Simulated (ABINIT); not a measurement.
Ir:

```xyz
1
Lattice="0.0000 1.9156 1.9156 1.9156 0.0000 1.9156 1.9156 1.9156 0.0000" Properties=species:S:1:pos:R:3 pbc="T T T"
Ir    0.0000    0.0000    0.0000
```

Base run:

- Program: ABINIT 10.8.3 (patched build)
- Functional: BP86
- Potentials or basis: JTH PAW PBE v2.0
- Cutoff: 463 eV
- k mesh: 12 × 12 × 12
- Occupations: fermi-dirac, width 0.05 eV
- Spin: spin-orbit coupling, no magnetisation

Its results: band gap on the k mesh none (metal or under the smearing width); pressure 16.3 GPa.

Q: The run is repeated on the same cell with these changes: functional from BP86 to RPBE. What comes out?

A: Band gap on the k mesh none (metal or under the smearing width); pressure 17.1 GPa.

Caveats: so large a pressure means that the cell lies far from this level's equilibrium, or that cutoff or potentials fall short; the potentials were made for another functional, which shifts forces and pressure.
